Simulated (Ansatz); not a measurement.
# Rh: a strain scan, part 2 of 2

Aim: for Rh, strain the cell along the Voigt pattern (1, 0, 0, 0, 0, 0).

Ansatz 0.2.0; DFT LDA, scalar-relativistic, plane waves, PAW. The steps go on from the part before.

### Step 8. ε = 0.0250

File input.yaml:

```yaml
crystal:
  lattice:
    - [2.7992535183, 0.0, 0.0]
    - [-1.3996267591, 2.3650972278, 0.0]
    - [0.0, 0.0, 4.428489]
  atoms:
    - { symbol: Rh, position: [0.6666666667, 0.3333333333, 0.75] }
    - { symbol: Rh, position: [0.3333333333, 0.6666666667, 0.25] }
basis:
  ecutwfc: 420
kpoints:
  mp_grid: { grid: [18, 18, 12] }
hamiltonian:
  xc: lda
scf:
  occupations: { method: methfessel_paxton, width: 0.02 }
output:
  forces: true
  stress: true
  eigenvalues: true
```

The run is started by

```console
ansatz run input.yaml --threads 1 --pin off --max-ram 2560MiB --backend cpu --events-out ev --progress --plain --runs-dir out
```

Standard output, shortened:

```text
[...]
SCF converged after 5 iterations
Stability not checked: this state was not tested for a lower state beside it, because cold or Methfessel-Paxton smearing, or corrected tetrahedra, fill the levels in a way that the test cannot read (fill_not_monotonic; see scf.lower_state_search)
Free energy (F): -12556.975086 eV
[...]
E sigma→0 (E₀):  -12556.975078 eV
Entropy (-TS):   -0.000033 eV (-0.017 meV/atom)
Fermi energy:    20.378216 eV
Step filling:    the computed levels leave a gap of 0.0001 eV = 0.0 smearing widths at the electron count; against every level under it full and every level over it empty, smearing changes F+E_penalty+E_count by -0.022 meV and its σ→0 estimate by -0.014 meV
[...]
--- Forces (eV/Å), atoms counted from 1 ---
  atom   1  Rh     0.00000000     0.03937863     0.00000000
  atom   2  Rh    -0.00000000    -0.03937863     0.00000000
[...]
--- Stress (GPa, compression-positive) ---
      -26.958121       0.000000       0.000000
        0.000000     -21.895968      -0.000000
        0.000000      -0.000000     -23.964926
  P = ⅓ Tr σ = -24.2730 GPa (-242.730 kbar)
--- Band table (eV; the first three rows and the last of 637) ---
  k-point 0: bands = ["-58.2517", "-58.1584", "-26.4850", "-25.9403", "-25.9389", "-25.8632", "-25.8482", "-25.8457", "12.6900", "14.6347", "17.4151", "17.5962", "17.7889", "17.9259", "18.2606", "18.5271", "18.5953", "20.4556", "20.5269", "21.2110", "28.4215"]
[...]
```

Wall time 35 s (1 thread of AMD EPYC (Zen 3), shared host); peak memory 0.57 GiB.

### Step 9. At ε = 0.1000

Edit input.yaml of step 8 so:

```diff
@@ -2,4 +2,4 @@
   lattice:
-    - [2.7992535183, 0.0, 0.0]
-    - [-1.3996267591, 2.3650972278, 0.0]
+    - [3.0040769465, 0.0, 0.0]
+    - [-1.5020384732, 2.3650972278, 0.0]
     - [0.0, 0.0, 4.428489]
```

The run is started by

```console
ansatz run input.yaml --threads 1 --pin off --max-ram 2560MiB --backend cpu --events-out ev --progress --plain --runs-dir out
```

Standard output, shortened:

```text
Warning: RAYON_NUM_THREADS=1 ignored (pool sized by the plan → 1); use --threads N
[...]
[... 3 set-up lines as earlier in the session ...]
[...]
Crystal: 2 atoms, lattice volume = 31.464 Å³
Basis set: ecut = 420 eV, 613 PW (Γ)
Bands: 21, of which v1, the nominal top of the filled ones, is band 17 counted from 1 (16 counted from 0)
[... 1 set-up line as earlier in the session ...]
Space group: Cmcm (ITA 63), of the structure as read, at distance tolerance 3.2e-5 Å
k-points: 637 of 3888
[...]
SCF iter   1: F=—  HF=-12556.523742 eV  |F-HF|=—  |Δ(HF+E_count)|=         —  Δρ=1.40e-2  dr2=3.98e-2  ethr=1.77e-3  ⟨swp⟩=5.0  Hψ=53892  notcnv=0
[...]
SCF iter   5: F=-12556.514254 eV  HF=-12556.514254 eV  |F-HF|=3.31e-10  |Δ(HF+E_count)|=   5.06e-7  S|Δr|=    0.00e0  Δρ=2.52e-5  dr2=8.82e-8  ethr=2.94e-10  ⟨swp⟩=4.0  Hψ=62058  notcnv=0
[...]
SCF converged after 5 iterations
Stability not checked: this state was not tested for a lower state beside it, because cold or Methfessel-Paxton smearing, or corrected tetrahedra, fill the levels in a way that the test cannot read (fill_not_monotonic; see scf.lower_state_search)
Free energy (F): -12556.514254 eV
[...]
E sigma→0 (E₀):  -12556.514262 eV
Entropy (-TS):   0.000034 eV (0.017 meV/atom)
Fermi energy:    18.525743 eV
[...]
--- Forces (eV/Å), atoms counted from 1 ---
  atom   1  Rh     0.00000000     0.12835415     0.00000000
  atom   2  Rh    -0.00000000    -0.12835415    -0.00000000
[...]
--- Stress (GPa, compression-positive) ---
      -39.090497       0.000000      -0.000000
        0.000000     -28.677011      -0.000000
       -0.000000      -0.000000     -31.657694
  P = ⅓ Tr σ = -33.1417 GPa (-331.417 kbar)
--- Band table (eV; the first three rows and the last of 637) ---
[... band rows left out ...]
[...]
```

Wall time 51 s (1 thread of AMD EPYC (Zen 3), shared host); peak memory 0.59 GiB.

### Step 10. Point ε = -0.0750

Edit input.yaml of step 9 so:

```diff
@@ -2,4 +2,4 @@
   lattice:
-    - [3.0040769465, 0.0, 0.0]
-    - [-1.5020384732, 2.3650972278, 0.0]
+    - [2.5261556141, 0.0, 0.0]
+    - [-1.263077807, 2.3650972278, 0.0]
     - [0.0, 0.0, 4.428489]
```

The run is started by

```console
ansatz run input.yaml --threads 1 --pin off --max-ram 2560MiB --backend cpu --events-out ev --progress --plain --runs-dir out
```

Standard output, shortened:

```text
[...]
SCF converged after 5 iterations
Stability not checked: this state was not tested for a lower state beside it, because cold or Methfessel-Paxton smearing, or corrected tetrahedra, fill the levels in a way that the test cannot read (fill_not_monotonic; see scf.lower_state_search)
Free energy (F): -12557.078598 eV
[...]
E sigma→0 (E₀):  -12557.078606 eV
Entropy (-TS):   0.000032 eV (0.016 meV/atom)
Fermi energy:    23.266222 eV
[...]
--- Forces (eV/Å), atoms counted from 1 ---
  atom   1  Rh    -0.00000000    -0.18418616     0.00000000
  atom   2  Rh     0.00000000     0.18418616     0.00000000
[...]
--- Stress (GPa, compression-positive) ---
       24.654700      -0.000000       0.000000
       -0.000000      -8.118120       0.000000
        0.000000       0.000000      -7.597141
  P = ⅓ Tr σ = 2.9798 GPa (29.798 kbar)
--- Band table (eV; the first three rows and the last of 637) ---
  k-point 0: bands = ["-55.6314", "-55.5139", "-23.9019", "-23.2144", "-23.1522", "-23.1210", "-23.1182", "-23.0559", "14.8624", "16.6860", "19.3546", "19.5323", "19.9616", "20.7789", "21.2002", "21.3744", "21.7538", "23.3123", "23.5025", "23.6410", "31.6046"]
[...]
```

Wall time 31 s (1 thread of AMD EPYC (Zen 3), shared host); peak memory 0.55 GiB.

### Step 11. At ε = 0.0500

Edit input.yaml of step 10 so:

```diff
@@ -2,4 +2,4 @@
   lattice:
-    - [2.5261556141, 0.0, 0.0]
-    - [-1.263077807, 2.3650972278, 0.0]
+    - [2.8675279943, 0.0, 0.0]
+    - [-1.4337639972, 2.3650972278, 0.0]
     - [0.0, 0.0, 4.428489]
```

The run is started by

```console
ansatz run input.yaml --threads 1 --pin off --max-ram 2560MiB --backend cpu --events-out ev --progress --plain --runs-dir out
```

Standard output, shortened:

```text
Warning: RAYON_NUM_THREADS=1 ignored (pool sized by the plan → 1); use --threads N
[...]
[... 3 set-up lines as earlier in the session ...]
[...]
Crystal: 2 atoms, lattice volume = 30.034 Å³
Basis set: ecut = 420 eV, 597 PW (Γ)
Bands: 21, of which v1, the nominal top of the filled ones, is band 17 counted from 1 (16 counted from 0)
[... 2 set-up lines as earlier in the session ...]
k-points: 637 of 3888
[...]
SCF iter   1: F=—  HF=-12556.849422 eV  |F-HF|=—  |Δ(HF+E_count)|=         —  Δρ=1.39e-2  dr2=3.59e-2  ethr=1.77e-3  ⟨swp⟩=5.0  Hψ=53973  notcnv=0
[...]
SCF iter   5: F=-12556.840835 eV  HF=-12556.840835 eV  |F-HF|=1.38e-8  |Δ(HF+E_count)|=   9.79e-9  S|Δr|=    0.00e0  Δρ=2.07e-5  dr2=3.81e-8  ethr=2.94e-10  ⟨swp⟩=4.2  Hψ=60012  notcnv=0
[...]
SCF converged after 5 iterations
Stability not checked: this state was not tested for a lower state beside it, because cold or Methfessel-Paxton smearing, or corrected tetrahedra, fill the levels in a way that the test cannot read (fill_not_monotonic; see scf.lower_state_search)
Free energy (F): -12556.840835 eV
[...]
E sigma→0 (E₀):  -12556.840838 eV
Entropy (-TS):   0.000009 eV (0.004 meV/atom)
Fermi energy:    19.736776 eV
[...]
--- Forces (eV/Å), atoms counted from 1 ---
  atom   1  Rh    -0.00000000     0.07140232     0.00000000
  atom   2  Rh     0.00000000    -0.07140232     0.00000000
[...]
--- Stress (GPa, compression-positive) ---
      -32.855747      -0.000000       0.000000
       -0.000000     -24.512459       0.000000
        0.000000       0.000000     -26.512914
  P = ⅓ Tr σ = -27.9604 GPa (-279.604 kbar)
--- Band table (eV; the first three rows and the last of 637) ---
[... band rows left out ...]
[...]
```

It took 36 s on 1 thread of AMD EPYC (Zen 3), shared host; peak memory 0.57 GiB.

### Step 12. Point ε = -0.0250

Edit input.yaml of step 11 so:

```diff
@@ -2,4 +2,4 @@
   lattice:
-    - [2.8675279943, 0.0, 0.0]
-    - [-1.4337639972, 2.3650972278, 0.0]
+    - [2.6627045662, 0.0, 0.0]
+    - [-1.3313522831, 2.3650972278, 0.0]
     - [0.0, 0.0, 4.428489]
```

The run is started by

```console
ansatz run input.yaml --threads 1 --pin off --max-ram 2560MiB --backend cpu --events-out ev --progress --plain --runs-dir out
```

Standard output, shortened:

```text
[...]
SCF converged after 5 iterations
Stability not checked: this state was not tested for a lower state beside it, because cold or Methfessel-Paxton smearing, or corrected tetrahedra, fill the levels in a way that the test cannot read (fill_not_monotonic; see scf.lower_state_search)
Free energy (F): -12557.139474 eV
[...]
E sigma→0 (E₀):  -12557.139488 eV
Entropy (-TS):   0.000059 eV (0.029 meV/atom)
Fermi energy:    21.759826 eV
[...]
--- Forces (eV/Å), atoms counted from 1 ---
  atom   1  Rh    -0.00000000    -0.04534340     0.00000000
  atom   2  Rh     0.00000000     0.04534340     0.00000000
[...]
--- Stress (GPa, compression-positive) ---
       -8.215639       0.000000      -0.000000
        0.000000     -15.586724      -0.000000
       -0.000000      -0.000000     -17.290466
  P = ⅓ Tr σ = -13.6976 GPa (-136.976 kbar)
--- Band table (eV; the first three rows and the last of 637) ---
  k-point 0: bands = ["-57.0072", "-56.9027", "-25.2586", "-24.6450", "-24.6380", "-24.5629", "-24.5506", "-24.5430", "13.7106", "15.6092", "18.5562", "18.5657", "18.9779", "19.0665", "19.4454", "19.9293", "20.0220", "21.8580", "21.9441", "22.2912", "29.9280"]
[...]
```

Run time: 35 s. Hardware: 1 thread of AMD EPYC (Zen 3), shared host; peak memory 0.56 GiB.

### Step 13. ε = 0.0875

Edit input.yaml of step 12 so:

```diff
@@ -2,4 +2,4 @@
   lattice:
-    - [2.6627045662, 0.0, 0.0]
-    - [-1.3313522831, 2.3650972278, 0.0]
+    - [2.9699397084, 0.0, 0.0]
+    - [-1.4849698542, 2.3650972278, 0.0]
     - [0.0, 0.0, 4.428489]
```

The run is started by

```console
ansatz run input.yaml --threads 1 --pin off --max-ram 2560MiB --backend cpu --events-out ev --progress --plain --runs-dir out
```

Standard output, shortened:

```text
Warning: RAYON_NUM_THREADS=1 ignored (pool sized by the plan → 1); use --threads N
[...]
[... 3 set-up lines as earlier in the session ...]
[...]
Crystal: 2 atoms, lattice volume = 31.107 Å³
Basis set: ecut = 420 eV, 605 PW (Γ)
Bands: 21, of which v1, the nominal top of the filled ones, is band 17 counted from 1 (16 counted from 0)
[... 2 set-up lines as earlier in the session ...]
k-points: 637 of 3888
[...]
SCF iter   1: F=—  HF=-12556.609879 eV  |F-HF|=—  |Δ(HF+E_count)|=         —  Δρ=1.40e-2  dr2=3.89e-2  ethr=1.77e-3  ⟨swp⟩=5.0  Hψ=53870  notcnv=0
[...]
SCF iter   5: F=-12556.600566 eV  HF=-12556.600566 eV  |F-HF|=2.35e-8  |Δ(HF+E_count)|=   1.30e-7  S|Δr|=    0.00e0  Δρ=2.45e-5  dr2=6.75e-8  ethr=2.94e-10  ⟨swp⟩=4.1  Hψ=62823  notcnv=0
[...]
SCF converged after 5 iterations
Stability not checked: this state was not tested for a lower state beside it, because cold or Methfessel-Paxton smearing, or corrected tetrahedra, fill the levels in a way that the test cannot read (fill_not_monotonic; see scf.lower_state_search)
Free energy (F): -12556.600566 eV
[...]
E sigma→0 (E₀):  -12556.600563 eV
Entropy (-TS):   -0.000013 eV (-0.006 meV/atom)
Fermi energy:    18.819067 eV
[...]
--- Forces (eV/Å), atoms counted from 1 ---
  atom   1  Rh     0.00000000     0.12119094     0.00000000
  atom   2  Rh     0.00000000    -0.12119094     0.00000000
[...]
--- Stress (GPa, compression-positive) ---
      -38.209017       0.000000       0.000000
        0.000000     -27.606327       0.000000
        0.000000       0.000000     -30.370156
  P = ⅓ Tr σ = -32.0618 GPa (-320.618 kbar)
--- Band table (eV; the first three rows and the last of 637) ---
[... band rows left out ...]
[...]
```

Run time: 36 s. Hardware: 1 thread of AMD EPYC (Zen 3), shared host; peak memory 0.58 GiB.

### Step 14. Results of the scan

Collected from the runs (energy zero: the undisturbed cell):

```csv
ε,ΔE (meV/atom),stress on the pattern (GPa),pressure (GPa)
-0.1000,79.9,-47.97,14.6
-0.0750,-0.3,-24.65,3.0
-0.0500,-33.7,-6.05,-6.3
-0.0250,-30.7,8.22,-13.7
0.0000,0.0,18.79,-19.6
0.0250,51.5,26.96,-24.3
0.0500,118.6,32.86,-28.0
0.0750,196.8,36.92,-30.9
0.0875,238.7,38.21,-32.1
0.1000,281.9,39.09,-33.1
```

### Step 15. What came out

The summary covers parts 1 to 2.

```
                                  quantity    value
slope of the stress at ε = 0, over ±0.0250  375 GPa
```

The settings of these runs were drawn from a wide range and may not be converged. The slope of the stress at zero strain, 375 GPa, estimates C11 with clamped ions in this Cartesian frame; letting the atoms relax could not make it stiffer. The reference stands under -19.6 GPa, so this is no zero-stress constant. The energy drops below the reference, by 33.7 meV/atom at ε = -0.0500; the cell was taken as given and not relaxed at this level.
